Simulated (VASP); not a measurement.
# Mg, density of states: which settings are enough?

Mg, Fm-3m (no. 225), 1 atom in the cell. AM05; PAW potentials Mg (PBE set). VASP 6.6.1.

Wanted: density of states by 0.5 eV bins within 8 %; centre of the states within 12 eV below the valence top within 0.03 eV; states at the Fermi level within 8 %.

What the run is for: density of states; Accuracy asked: standard; k mesh of the density: 12 × 12 × 12.

POSCAR:
```
Mg
1.0
    0.0000000000      2.2442560000      2.2442560000
    2.2442560000      0.0000000000      2.2442560000
    2.2442560000      2.2442560000      0.0000000000
Mg
1
Direct
    0.0000000000      0.0000000000      0.0000000000
```

The series start from Plane-wave cutoff (eV): 230; k-point mesh: 14 × 14 × 14; Energy points (NEDOS): 2001; Occupations for the DOS: ISMEAR=-5; Electronic threshold (eV): 1e-6; Precision mode (PREC): Accurate. Each series keeps the choices made before it, and each single choice may use up half of a tolerance. Times cover all steps of a run.

## Plane-wave cutoff (eV)

| Plane-wave cutoff (eV) | Density of states by 0.5 eV bins, largest deviation against the largest value | Centre of the states within 12 eV below the valence top (eV) | States at the Fermi level (states/eV/atom) | Time (s) |
|---|---|---|---|---|
| 160 | 0.36 % | -2.718 | 0.4567 | 8.7 |
| 200 | 0.15 % | -2.716 | 0.4574 | 10 |
| 230 | 0.076 % | -2.716 | 0.4576 | 9.9 |
| 260 | 0.038 % | -2.715 | 0.4577 | 13 |
| 320 | 0.019 % | -2.715 | 0.4577 | 16 |
| 400 | 0 % | -2.715 | 0.4577 | 17 |
| 450 (reference) | 0 % | -2.715 | 0.4577 | 16 |

Chosen: 160, the loosest value from which every tighter one stays within half of the tolerance.

## k-point mesh

| k-point mesh | Density of states by 0.5 eV bins, largest deviation against the largest value | Centre of the states within 12 eV below the valence top (eV) | States at the Fermi level (states/eV/atom) | Time (s) |
|---|---|---|---|---|
| 6 × 6 × 6 | 28 % | -2.769 | 0.25 | 7.6 |
| 7 × 7 × 7 | 32 % | -2.706 | 0.3625 | 8.2 |
| 9 × 9 × 9 | 25 % | -2.704 | 0.4001 | 8.1 |
| 12 × 12 × 12 | 16 % | -2.712 | 0.4674 | 7.7 |
| 14 × 14 × 14 | 8.4 % | -2.718 | 0.4567 | 8.7 |
| 17 × 17 × 17 | 7.1 % | -2.722 | 0.4692 | 9.2 |
| 21 × 21 × 21 | 3.8 % | -2.727 | 0.4655 | 10 |
| 25 × 25 × 25 | 1.8 % | -2.729 | 0.4522 | 12 |
| 31 × 31 × 31 (reference) | 0 % | -2.731 | 0.4531 | 16 |

Chosen: 21 × 21 × 21.

## Energy points (NEDOS)

| Energy points (NEDOS) | Density of states by 0.5 eV bins, largest deviation against the largest value | Centre of the states within 12 eV below the valence top (eV) | States at the Fermi level (states/eV/atom) | Time (s) |
|---|---|---|---|---|
| 301 | 0.75 % | -2.747 | 0.4584 | 9.9 |
| 501 | 0.32 % | -2.749 | 0.4662 | 9.4 |
| 1001 | 0.15 % | -2.735 | 0.4659 | 8.9 |
| 2001 | 0.057 % | -2.727 | 0.4655 | 10 |
| 4001 (reference) | 0 % | -2.726 | 0.4656 | 9.3 |

Chosen: 1001.

## Occupations for the DOS

| Occupations for the DOS | Density of states by 0.5 eV bins, largest deviation against the largest value | Centre of the states within 12 eV below the valence top (eV) | States at the Fermi level (states/eV/atom) | Time (s) |
|---|---|---|---|---|
| ISMEAR=-5 | 0 % | -2.735 | 0.4659 | 8.9 |
| ISMEAR=-4 | 0 % | -2.735 | 0.4659 | 10 |
| ISMEAR=0 SIGMA=0.05 | 11 % | -2.742 | 0.685 | 8.6 |
| ISMEAR=0 SIGMA=0.1 | 8.5 % | -2.747 | 0.537 | 8.7 |
| ISMEAR=-15 SIGMA=0.025 | 0.019 % | -2.735 | 0.4659 | 11 |
| ISMEAR=1 SIGMA=0.1 | 10 % | -2.748 | 0.6342 | 10 |

Chosen: ISMEAR=-5; no other choice that stays within half of the tolerance saves 30 % of the time.

## Electronic threshold (eV)

| Electronic threshold (eV) | Density of states by 0.5 eV bins, largest deviation against the largest value | Centre of the states within 12 eV below the valence top (eV) | States at the Fermi level (states/eV/atom) | Time (s) |
|---|---|---|---|---|
| 0.001 | 0.019 % | -2.735 | 0.4658 | 9.9 |
| 0.0001 | 0.019 % | -2.735 | 0.4658 | 11 |
| 1e-5 | 0.019 % | -2.735 | 0.4658 | 12 |
| 1e-6 (reference) | 0 % | -2.735 | 0.4659 | 8.9 |

Chosen: 0.001.

## Precision mode (PREC)

| Precision mode (PREC) | Density of states by 0.5 eV bins, largest deviation against the largest value | Centre of the states within 12 eV below the valence top (eV) | States at the Fermi level (states/eV/atom) | Time (s) |
|---|---|---|---|---|
| Normal | 0.019 % | -2.735 | 0.4659 | 8.8 |
| Accurate (reference) | 0 % | -2.735 | 0.4658 | 9.9 |

Chosen: Normal.

## All choices together

| Input | Density of states by 0.5 eV bins, largest deviation against the largest value | Centre of the states within 12 eV below the valence top (eV) | States at the Fermi level (states/eV/atom) | Time (s) |
|---|---|---|---|---|
| defaults for smearing, thresholds and mesh (naive) | 170 % | -2.911 | 1.429 | 8.8 |
| chosen settings | 4.1 % | -2.735 | 0.4659 | 8.8 |
| reference settings throughout | 0 % | -2.729 | 0.4544 | 48 |

The tolerance is met.

## The input

INCAR.step1:
```
SYSTEM = Mg
GGA = AM ; ISMEAR = 1
SIGMA = 0.1 ; LWAVE = .False.
LCHARG = .True. ; NBANDS = 15
PREC = Normal ; LASPH = .True.
LREAL = .False. ; ALGO = Normal
EDIFF = 0.001 ; NELM = 120
GGA_COMPAT = .False. ; ENCUT = 160
```

INCAR.step2, as INCAR.step1 but for:
```
- ISMEAR = 1
- SIGMA = 0.1
- LCHARG = .True.
+ ISMEAR = -5
+ LCHARG = .False.
+ NEDOS = 1001
+ LORBIT = 11
+ EMIN = -14.3621
+ EMAX = 10.6379
+ ICHARG = 11
```

KPOINTS.step1:
```
k-points
0
Gamma
  12 12 12
```

KPOINTS.step2:
```
Automatic mesh
0
Gamma
  21 21 21
  0 0 0
```

Commands (each step's output is kept before the next begins):
```
cat potpaw_PBE.64/Mg/POTCAR > POTCAR
cp INCAR.step1 INCAR
cp KPOINTS.step1 KPOINTS
mpirun -np 1 vasp_std > vasp.out
cp INCAR.step2 INCAR
cp KPOINTS.step2 KPOINTS
mpirun -np 1 vasp_std > vasp.out
```

The chosen input took VASP 6.6.1 8.8 s on 1 core (Intel Xeon Platinum 8559C (Emerald Rapids)), a shared host.

## An input that fails: tetrahedra on too few k points

VASP's message: IBZKPT: tetrahedron method fails for NKPT<4. NKPT = 1.

k mesh: 14 × 14 × 14 becomes 1 × 1 × 1.

Changes against the starting input:
```
(step 2)
- NELM = 120
+ NELM = 95
```
